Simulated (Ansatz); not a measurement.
Set up this calculation in Ansatz 0.2.0, as the native input.

```yaml
Task: relaxation of cell and atoms
Functional: RPBE
Potentials_or_basis: Ansatz PAW
Cutoff: "420 eV (not typed: the program's choice for these potentials)"
k_mesh: 9 × 9 × 9
Occupations: fermi-dirac, width 0.05 eV
Spin: no spin polarisation
```

Crystal: AlRu.

```xyz
2
Lattice="2.9916 0.0000 0.0000 0.0000 2.9916 0.0000 0.0000 0.0000 2.9916" Properties=species:S:1:pos:R:3 pbc="T T T"
Ru    1.4958    1.4958    1.4958
Al    0.0000    0.0000    0.0000
```

These files were run (other wordings do the same):

input.yaml

```yaml
crystal:
  lattice:
    - [2.9916, 0.0, 0.0]
    - [0.0, 2.9916, 0.0]
    - [0.0, 0.0, 2.9916]
  atoms:
    - { symbol: Ru, position: [0.5, 0.5, 0.5] }
    - { symbol: Al, position: [0.0, 0.0, 0.0] }
hamiltonian:
  xc: rpbe
  pseudopotentials: { kind: paw }
kpoints:
  mp_grid: { grid: [9, 9, 9] }
scf:
  occupations: { method: fermi_dirac, width: 0.05 }
output:
  forces: true
  stress: true
  eigenvalues: true
relax:
  f_tol: 0.01
  max_steps: 40
  cell: { stress_tol: 0.05 }
```

Potentials or basis: Ansatz PAW.

Command:

```console
$ ansatz run input.yaml --threads 2 --pin off --max-ram 5632MiB --backend cpu --events-out ev --progress --plain --runs-dir out
```

Results of the run:

* Relaxed volume: 13.79 Å³/atom
* Relaxed cell: a = 3.021 Å, b = 3.021 Å, c = 3.021 Å, α = 90.00°, β = 90.00°, γ = 90.00°
* Space group after relaxing (to 0.05 Å): Pm-3m (No. 221)
* Energy gained by relaxing: 7.5 meV/atom
* Ionic steps: 5
* Pressure after relaxing: 0.0 GPa
* Band gap on the k mesh: none (metal or under the smearing width)

Caveat: the plane-wave basis is chosen anew once the cell has moved, so the energies of steps on either side of that aren't comparable; the PAW data sets come from PBE, with cores solved anew for the run's functional, which leaves a small shift of forces and pressure.

It took 2.3 s on 2 threads of Arm Neoverse V2, with other jobs on the host, peak memory 0.29 GiB.
